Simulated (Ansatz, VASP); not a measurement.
## One calculation of PbS, two programs

The input INCAR:

```
SYSTEM = PbS
ALGO     = Normal         ! electronic algorithm
EDIFF    = 1E-7           ! SCF threshold, eV
ENCUT    = 520            ! plane-wave cutoff, eV
GGA      = CA             ! functional
ISIF     = 2              ! what is computed and relaxed
ISMEAR   = 0              ! smearing method
LASPH    = .TRUE.         ! aspherical terms in the spheres
LCHARG   = .FALSE.        ! write CHGCAR
LREAL    = .FALSE.        ! projectors in reciprocal space
LWAVE    = .FALSE.        ! write WAVECAR
NBANDS   = 17             ! bands
NELM     = 60             ! most SCF steps
PREC     = Accurate       ! precision mode
SIGMA    = 0.02           ! smearing width, eV
```

The input KPOINTS:

```
k-points
0
G
  8 8 7
  0 0 0
```

The input POSCAR:

```
PbS
1.0
    4.0896976867      0.0000000000      0.0000000000
   -2.0448488433      3.5417820905      0.0000000000
    0.0000000000      0.0000000000      3.7881670000
Pb S
1 1
Direct
    0.0000000000      0.0000000000      0.0000000000
    0.6666666667      0.3333333333      0.5000000000
```

File input.yaml:

```yaml
crystal:
  lattice:
    - [4.0896976867, 0.0, 0.0]
    - [-2.0448488433, 3.5417820905, 0.0]
    - [0.0, 0.0, 3.788167]
  atoms:
    - { symbol: Pb, position: [0.0, 0.0, 0.0] }
    - { symbol: S, position: [0.6666666667, 0.3333333333, 0.5] }
kpoints:
  mp_grid: { grid: [8, 8, 7] }
scf:
  occupations: { method: gaussian, width: 0.02 }
hamiltonian:
  xc: lda
  pseudopotentials: { kind: all_electron, lapw: { basis_error: 0.001 } }
output:
  forces: true
  stress: true
  eigenvalues: true
```

Measurements of this composition are mostly on another form, of space group No. 225.

Alike in both runs: task single point; functional LDA; k mesh 8 × 8 × 7; occupations gaussian, width 0.02 eV; no spin polarisation.

|  | VASP | Ansatz |
| --- | --- | --- |
| version | VASP 6.6.1 | Ansatz 0.2.0 |
| potentials or method | VASP PAW LDA potentials, release 64 (Pb_d, S) | all-electron LAPW, scalar-relativistic |
| plane-wave cutoff (eV) | 520 | see its input |

Ansatz gave:

```
gap on the k mesh at the Fermi level (eV)       : 0.09
least direct gap on the mesh (eV)               : 1.56
pressure (GPa)                                  : -4.2
largest component of the traceless stress (GPa) : 0.48
```

Q: Estimate VASP's values.

A: gap on the k mesh at the Fermi level (eV): 0.07; least direct gap on the mesh (eV): 1.56; pressure (GPa): -4.2; largest component of the traceless stress (GPa): 0.45.

Ansatz ran all-electron here, so the differences hold the error of VASP's frozen core and of both bases.

Caveats: spin-orbit coupling is left out, which as a rule narrows the gap of such compounds by several tenths of an eV; an odd mesh through Γ misses points on the zone boundary, where band edges often lie.
